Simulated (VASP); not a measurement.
Write the native input for VASP 6.6.1 that does the following.

| Item | Value |
| --- | --- |
| Task | relaxation of cell and atoms |
| Functional | PBE |
| Potentials or basis | VASP PAW PBE potentials, release 64 (Zn, Se) |
| Cutoff | 600 eV |
| k mesh | 8 × 8 × 8 |
| Occupations | gaussian, width 0.03 eV |
| Spin | no spin polarisation |
| Further INCAR settings | ALGO = Normal; EDIFF = 1e-06; IBRION = 2; EDIFFG = -0.01; NSW = 90; ISIF = 3 |

The structure of ZnSe (Stilleite) lies in POSCAR:

```
ZnSe
1.0
    0.0000000000      2.8338000000      2.8338000000
    2.8338000000      0.0000000000      2.8338000000
    2.8338000000      2.8338000000      0.0000000000
Zn Se
1 1
Direct
    0.0000000000      0.0000000000      0.0000000000
    0.2500000000      0.2500000000      0.2500000000
```

The input as run:

INCAR

```
PREC     = Accurate       # precision mode
ENCUT    = 600            # plane-wave cutoff, eV
EDIFF    = 1E-6           # SCF threshold, eV
ISMEAR   = 0              # smearing method
SIGMA    = 0.03           # smearing width, eV
LREAL    = False          # projectors in reciprocal space
LASPH    = True           # aspherical terms in the spheres
NELM     = 80             # most SCF steps
ALGO     = Normal         # electronic algorithm
ISIF     = 3              # what is computed and relaxed
LWAVE    = False          # write WAVECAR
LCHARG   = False          # write CHGCAR
GGA      = PE             # functional
IBRION   = 2              # ionic algorithm
NSW      = 90             # ionic steps
EDIFFG   = -0.01          # ionic threshold
```

KPOINTS

```
regular mesh
0
Gamma
  8 8 8
```

Potentials or basis: VASP PAW PBE potentials, release 64 (Zn, Se).

Run with:

```bash
$ cat potpaw_PBE.64/Zn/POTCAR potpaw_PBE.64/Se/POTCAR > POTCAR
$ mpirun -np 1 vasp_std > vasp.out
```

It gave:

```yaml
Relaxed_volume: 23.66 Å³/atom
Relaxed_cell: a = 4.060 Å, b = 4.060 Å, c = 4.060 Å, α = 60.00°, β = 60.00°, γ = 60.00°
Space_group_after_relaxing_to_0.05_Å: F-43m (No. 216)
Energy_gained_by_relaxing: 6.1 meV/atom
Ionic_steps: 4
Pressure_after_relaxing: -0.1 GPa
Band_gap_on_the_k_mesh: 1.13 eV, direct
```

Wall time 27 s on 1 thread of AMD EPYC 9R45 96-Core Processor (Zen 5) (shared host), peak memory 0.17 GiB.
